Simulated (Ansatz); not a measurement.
**BaTiO3: convergence and cost**

This session on BaTiO3 sets out to sweep the plane-wave cutoff.

Program: Ansatz 0.2.0. Level of theory: DFT PBEsol, scalar-relativistic, plane waves, PAW. These are calculated values, not measurements.

### 1 The system as given

The structure is trigonal, space group R3m (No. 160). The conventional cell has a = 5.655 Å, b = 5.655 Å, c = 6.953 Å, α = 90.00°, β = 90.00°, γ = 120.00°. Ba (site symmetry 3m) has 12 O at 2.79 to 2.88 Å in its first shell of neighbours. Ti (site symmetry 3m) is surrounded by 6 O at 1.88 to 2.14 Å. Around O (site symmetry m) lie 2 Ti at 1.88 to 2.14 Å and 1 Ba at 2.79 Å.

Coordinates:

```xyz
5
Lattice="2.8277 1.6326 2.3177 -2.8277 1.6326 2.3177 0.0000 -3.2651 2.3177" Properties=species:S:1:pos:R:3 pbc="T T T"
Ba    0.0000    0.0000    0.0000
Ti    0.0000    0.0000    3.5739
O     0.0000   -1.5996    4.5536
O    -1.3853    0.7998    4.5536
O     1.3853    0.7998    4.5536
```

Source of the structure: the Crystallography Open Database. It is taken as it stands there.

### 2 The base input

Input file input.yaml:

```yaml
crystal:
  lattice:
    - [2.8276681575, 1.6325549719, 2.317731608]
    - [-2.8276681575, 1.6325549719, 2.317731608]
    - [0.0, -3.2651099438, 2.317731608]
  atoms:
    - { symbol: Ba, position: [0.0, 0.0, 0.0] }
    - { symbol: Ti, position: [0.514, 0.514, 0.514] }
    - { symbol: O, position: [0.4916, 0.4916, 0.9815] }
    - { symbol: O, position: [0.4916, 0.9815, 0.4916] }
    - { symbol: O, position: [0.9815, 0.4916, 0.4916] }
basis:
  ecutwfc: 420
kpoints:
  mp_grid: { grid: [6, 6, 6] }
hamiltonian:
  xc: pbesol
scf:
  occupations: { method: gaussian, width: 0.02 }
output:
  forces: true
  stress: true
  eigenvalues: true
  populations: true
```

It was run beforehand and gave: -2005.4956 eV/atom at zero smearing, pressure -1.28 GPa, largest force 0.129 eV/Å, gap on the mesh 2.36 eV, in 6 SCF cycles and 8.7 s.

### 3 Plane-wave cutoff: 150 eV

Input file input.yaml:

```yaml
crystal:
  lattice:
    - [2.8276681575, 1.6325549719, 2.317731608]
    - [-2.8276681575, 1.6325549719, 2.317731608]
    - [0.0, -3.2651099438, 2.317731608]
  atoms:
    - { symbol: Ba, position: [0.0, 0.0, 0.0] }
    - { symbol: Ti, position: [0.514, 0.514, 0.514] }
    - { symbol: O, position: [0.4916, 0.4916, 0.9815] }
    - { symbol: O, position: [0.4916, 0.9815, 0.4916] }
    - { symbol: O, position: [0.9815, 0.4916, 0.4916] }
basis:
  ecutwfc: 150
kpoints:
  mp_grid: { grid: [6, 6, 6] }
hamiltonian:
  xc: pbesol
scf:
  occupations: { method: gaussian, width: 0.02 }
output:
  forces: true
  stress: true
  eigenvalues: true
```

Started as:

```bash
$ ansatz run input.yaml --threads 1 --pin off --max-ram 2560MiB --backend cpu --events-out ev --progress --plain --runs-dir out
```

### 4 Plane-wave cutoff set to 200 eV

input.yaml, as its differences from that of step 3:

```diff
@@ -12,3 +12,3 @@
 basis:
-  ecutwfc: 150
+  ecutwfc: 200
 kpoints:
```

### 5 Plane-wave cutoff: 250 eV

input.yaml, as its differences from that of step 4:

```diff
@@ -12,3 +12,3 @@
 basis:
-  ecutwfc: 200
+  ecutwfc: 250
 kpoints:
```

### 6 Plane-wave cutoff set to 300 eV

input.yaml, as its differences from that of step 5:

```diff
@@ -12,3 +12,3 @@
 basis:
-  ecutwfc: 250
+  ecutwfc: 300
 kpoints:
```

### 7 Plane-wave cutoff set to 350 eV

input.yaml, as its differences from that of step 6:

```diff
@@ -12,3 +12,3 @@
 basis:
-  ecutwfc: 300
+  ecutwfc: 350
 kpoints:
```

### 8 Plane-wave cutoff: 380 eV

input.yaml, as its differences from that of step 7:

```diff
@@ -12,3 +12,3 @@
 basis:
-  ecutwfc: 350
+  ecutwfc: 380
 kpoints:
```

### 9 Plane-wave cutoff: 460 eV

input.yaml, as its differences from that of step 8:

```diff
@@ -12,3 +12,3 @@
 basis:
-  ecutwfc: 380
+  ecutwfc: 460
 kpoints:
```

### 10 Plane-wave cutoff: 520 eV

input.yaml, as its differences from that of step 9:

```diff
@@ -12,3 +12,3 @@
 basis:
-  ecutwfc: 460
+  ecutwfc: 520
 kpoints:
@@ -23 +23,5 @@
   eigenvalues: true
+  write_density: true
+  write_potential: true
+  elf: true
+  volumetric_format: npy
```

### 11 Plane-wave cutoff: 600 eV

input.yaml, as its differences from that of step 10:

```diff
@@ -12,3 +12,3 @@
 basis:
-  ecutwfc: 520
+  ecutwfc: 600
 kpoints:
@@ -23,5 +23 @@
   eigenvalues: true
-  write_density: true
-  write_potential: true
-  elf: true
-  volumetric_format: npy
```

### 12 Plane-wave cutoff set to 700 eV

input.yaml, as its differences from that of step 11:

```diff
@@ -12,3 +12,3 @@
 basis:
-  ecutwfc: 600
+  ecutwfc: 700
 kpoints:
```

### 13 Plane-wave cutoff: 850 eV

input.yaml, as its differences from that of step 12:

```diff
@@ -12,3 +12,3 @@
 basis:
-  ecutwfc: 700
+  ecutwfc: 850
 kpoints:
```

(Steps that only read results are left out.)

Q: Predict the outcome of the series: the values and the trend.

The runs gave:

```
                                                  quantity                        value
plane-wave cutoff: within 10 and 1 meV/atom of 850 eV from  420 eV for 10; 520 eV for 1
```

In words: For the plane-wave cutoff, the energy stays within 1 meV/atom of the reference from 520 eV on, at about 0.69 of the reference's time. The reference is only the best run made, not a proven limit. Much of this error cancels in differences between similar cells. The pressure is off by up to 27.1 GPa. Forces stay within 0.01 eV/Å of the reference from 380 eV on. The settings are coarse, so take the values as rough.
